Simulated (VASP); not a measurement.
# Al (Fm-3m) in VASP: notebook, part 2 of 2

VASP 6.6.1. Earlier steps stand in the parts before.

## 3. Single point, PBE (grid = ENCUT=400 dk=0.6 cell=4x4x4 ISMEAR=1 SIGMA=0.1 LREAL=Auto EDIFF=1e-06)

INCAR

```
SYSTEM = Al63Cu
  PREC = Accurate
  ENCUT = 400
  EDIFF = 1E-6
  ISMEAR = 1
  SIGMA = 0.1
  LREAL = Auto
  LASPH = .True.
  NELM = 120
  ALGO = Fast
  ISIF = 2
  LWAVE = .False.
  LCHARG = .False.
  GGA = PE
  NBANDS = 164
```

KPOINTS

```
regular mesh
0
Gamma
  2 2 2
  0 0 0
```

POSCAR

```
Al63Cu
1.0
    0.0000000000      8.0992200000      8.0992200000
    8.0992200000      0.0000000000      8.0992200000
    8.0992200000      8.0992200000      0.0000000000
Cu Al
1 63
Direct
    0.0000000000      0.0000000000      0.0000000000
    0.0000000000      0.0000000000      0.2500000000
    0.0000000000      0.0000000000      0.5000000000
    0.0000000000      0.0000000000      0.7500000000
    0.0000000000      0.2500000000      0.0000000000
    0.0000000000      0.2500000000      0.2500000000
    0.0000000000      0.2500000000      0.5000000000
    0.0000000000      0.2500000000      0.7500000000
    0.0000000000      0.5000000000      0.0000000000
    0.0000000000      0.5000000000      0.2500000000
    0.0000000000      0.5000000000      0.5000000000
    0.0000000000      0.5000000000      0.7500000000
    0.0000000000      0.7500000000      0.0000000000
    0.0000000000      0.7500000000      0.2500000000
    0.0000000000      0.7500000000      0.5000000000
    0.0000000000      0.7500000000      0.7500000000
    0.2500000000      0.0000000000      0.0000000000
    0.2500000000      0.0000000000      0.2500000000
    0.2500000000      0.0000000000      0.5000000000
    0.2500000000      0.0000000000      0.7500000000
    0.2500000000      0.2500000000      0.0000000000
    0.2500000000      0.2500000000      0.2500000000
    0.2500000000      0.2500000000      0.5000000000
    0.2500000000      0.2500000000      0.7500000000
    0.2500000000      0.5000000000      0.0000000000
    0.2500000000      0.5000000000      0.2500000000
    0.2500000000      0.5000000000      0.5000000000
    0.2500000000      0.5000000000      0.7500000000
    0.2500000000      0.7500000000      0.0000000000
    0.2500000000      0.7500000000      0.2500000000
    0.2500000000      0.7500000000      0.5000000000
    0.2500000000      0.7500000000      0.7500000000
    0.5000000000      0.0000000000      0.0000000000
    0.5000000000      0.0000000000      0.2500000000
    0.5000000000      0.0000000000      0.5000000000
    0.5000000000      0.0000000000      0.7500000000
    0.5000000000      0.2500000000      0.0000000000
    0.5000000000      0.2500000000      0.2500000000
    0.5000000000      0.2500000000      0.5000000000
    0.5000000000      0.2500000000      0.7500000000
    0.5000000000      0.5000000000      0.0000000000
    0.5000000000      0.5000000000      0.2500000000
    0.5000000000      0.5000000000      0.5000000000
    0.5000000000      0.5000000000      0.7500000000
    0.5000000000      0.7500000000      0.0000000000
    0.5000000000      0.7500000000      0.2500000000
    0.5000000000      0.7500000000      0.5000000000
    0.5000000000      0.7500000000      0.7500000000
    0.7500000000      0.0000000000      0.0000000000
    0.7500000000      0.0000000000      0.2500000000
    0.7500000000      0.0000000000      0.5000000000
    0.7500000000      0.0000000000      0.7500000000
    0.7500000000      0.2500000000      0.0000000000
    0.7500000000      0.2500000000      0.2500000000
    0.7500000000      0.2500000000      0.5000000000
    0.7500000000      0.2500000000      0.7500000000
    0.7500000000      0.5000000000      0.0000000000
    0.7500000000      0.5000000000      0.2500000000
    0.7500000000      0.5000000000      0.5000000000
    0.7500000000      0.5000000000      0.7500000000
    0.7500000000      0.7500000000      0.0000000000
    0.7500000000      0.7500000000      0.2500000000
    0.7500000000      0.7500000000      0.5000000000
    0.7500000000      0.7500000000      0.7500000000
```

Potentials or basis: VASP PAW PBE potentials, release 64 (Cu, Al).

Started as:

```console
cat potpaw_PBE.64/Cu/POTCAR potpaw_PBE.64/Al/POTCAR > POTCAR
mpirun -np 1 vasp_std > vasp.out
```

OUTCAR:

```text
SYSTEM = Al63Cu
   PREC = Accurate
   ENCUT = 400
   EDIFF = 1E-6
   ISMEAR = 1
   LREAL = Auto
   LASPH = .True.
   NELM = 120
   ISIF = 2
   GGA = PE

 Found      3 irreducible k-points:

 Following reciprocal coordinates:
            Coordinates               Weight
  0.000000  0.000000  0.000000      1.000000
  0.500000  0.000000  0.000000      4.000000
  0.500000  0.500000  0.000000      3.000000
[... 428 lines left out ...]
  Total       -5.5091850     -5.5091850     -5.5091850      0.0000000      0.0000000     -0.0000000
  in kB       -8.3068881     -8.3068881     -8.3068881      0.0000000      0.0000000     -0.0000000
  external PRESSURE =      -8.3068881 kB  Pullay stress =       0.0000000 kB

 VOLUME and BASIS-vectors are now :
 -----------------------------------------------------------------------------
  energy-cutoff  :      400.00
  volume of cell :     1062.57
      direct lattice vectors                 reciprocal lattice vectors
     0.000000000  8.099220000  8.099220000    -0.061734340  0.061734340  0.061734340
     8.099220000  0.000000000  8.099220000     0.061734340 -0.061734340  0.061734340
     8.099220000  8.099220000  0.000000000     0.061734340  0.061734340 -0.061734340

 POSITION                                       TOTAL-FORCE (eV/Angst)
 -----------------------------------------------------------------------------------
      0.00000      0.00000      0.00000        -0.000000     -0.000000     -0.000000
      2.02481      2.02481      0.00000        -0.198850     -0.198850     -0.000000
      4.04961      4.04961      0.00000        -0.000000     -0.000000     -0.000000
      6.07442      6.07442      0.00000         0.198850      0.198850     -0.000000
      2.02481      0.00000      2.02481        -0.198850     -0.000000     -0.198850
      4.04961      2.02481      2.02481         0.007323      0.039171      0.039171
[... 56 lines left out ...]
     10.12402     10.12402     12.14883         0.039171      0.039171     -0.007323
     12.14883     12.14883     12.14883        -0.000000     -0.000000     -0.000000
 -----------------------------------------------------------------------------------
    total drift:                               -0.000000     -0.000000     -0.000000

  FREE ENERGIE OF THE ION-ELECTRON SYSTEM (eV)
  ---------------------------------------------------
  free  energy   TOTEN  =      -239.4722463675 eV

  energy  without entropy=     -239.5238882608  energy(sigma->0) =     -239.48946033
```

stdout:

```text
POSCAR found type information on POSCAR CuAl
 POSCAR found :  2 types and      64 ions
 scaLAPACK will be used
 LDA part: xc-table for (Slater+PW92), standard interpolation
 POSCAR, INCAR and KPOINTS ok, starting setup
 FFT: planning ... GRIDC
 FFT: planning ... GRID_SOFT
 FFT: planning ... GRID
 WAVECAR not read
 entering main loop
```

Run time: 14 min. Hardware: 1 thread of Intel Xeon 6975P-C (Granite Rapids), shared host; peak memory 1.1 GiB.

These settings aren't checked as converged: the numbers below hold their error.

What came out:

```
Free energy            : -239.4722 eV
Pressure               : -0.8 GPa
Largest force          : 0.281 eV/Å
Band gap on the k mesh : none (metal or under the smearing width)
```

## 4. Single point, PBE (grid = ENCUT=400 dk=0.9 cell=2x2x2 ISMEAR=1 SIGMA=0.1 LREAL=Auto EDIFF=1e-06)

INCAR

```
SYSTEM = Al
PREC = Accurate
ENCUT = 400
EDIFF = 1E-6
ISMEAR = 1
SIGMA = 0.1
LREAL = Auto
LASPH = .True.
NELM = 120
ALGO = Fast
ISIF = 2
LWAVE = .False.
LCHARG = .False.
GGA = PE
NBANDS = 20
```

KPOINTS is that of step 3.

POSCAR

```
Al
1.0
    0.0000000000      4.0496100000      4.0496100000
    4.0496100000      0.0000000000      4.0496100000
    4.0496100000      4.0496100000      0.0000000000
Al
8
Direct
    0.0000000000      0.0000000000      0.0000000000
    0.0000000000      0.0000000000      0.5000000000
    0.0000000000      0.5000000000      0.0000000000
    0.0000000000      0.5000000000      0.5000000000
    0.5000000000      0.0000000000      0.0000000000
    0.5000000000      0.0000000000      0.5000000000
    0.5000000000      0.5000000000      0.0000000000
    0.5000000000      0.5000000000      0.5000000000
```

Potentials or basis: VASP PAW PBE potentials, release 64 (Al).

Started as:

```console
cat potpaw_PBE.64/Al/POTCAR > POTCAR
mpirun -np 1 vasp_std > vasp.out
```

Wall time 19 s (1 thread of AMD EPYC 7R43 (Zen 3), shared host); peak memory 0.18 GiB.

These settings aren't checked as converged: the numbers below hold their error.

Results:

```
Free energy            : -27.6066 eV
Pressure               : 0.1 GPa
Band gap on the k mesh : none (metal or under the smearing width)
```

Caveat: the k mesh is coarse (spacing up to 0.67 Å⁻¹), so the values aren't converged.

## 5. Single point, PBE (grid = ENCUT=400 dk=0.6 cell=2x2x2 ISMEAR=1 SIGMA=0.1 LREAL=Auto EDIFF=1e-06)

INCAR is that of step 4.

KPOINTS

```
regular mesh
0
Gamma
  3 3 3
  0 0 0
```

POSCAR is that of step 4.

Started as:

```console
cat potpaw_PBE.64/Al/POTCAR > POTCAR
mpirun -np 1 vasp_std > vasp.out
```

Run time: 25 s. Hardware: 1 thread of AMD EPYC 7R43 (Zen 3), shared host; peak memory 0.18 GiB.

These settings aren't checked as converged: the numbers below hold their error.

Results:

```
Free energy            : -30.4865 eV
Pressure               : 0.0 GPa
Band gap on the k mesh : none (metal or under the smearing width)
```

Caveat: the k mesh is coarse (spacing up to 0.45 Å⁻¹), so the values aren't converged.

## 6. The reference run

An earlier run on the cell as given: functional PBE; potentials or basis VASP PAW PBE potentials, release 64 (Al); cutoff 520 eV; k mesh 11 × 11 × 11; occupations fermi-dirac, width 0.05 eV; no spin polarisation.

* Pressure: -0.5 GPa
* Band gap on the k mesh: none (metal or under the smearing width)
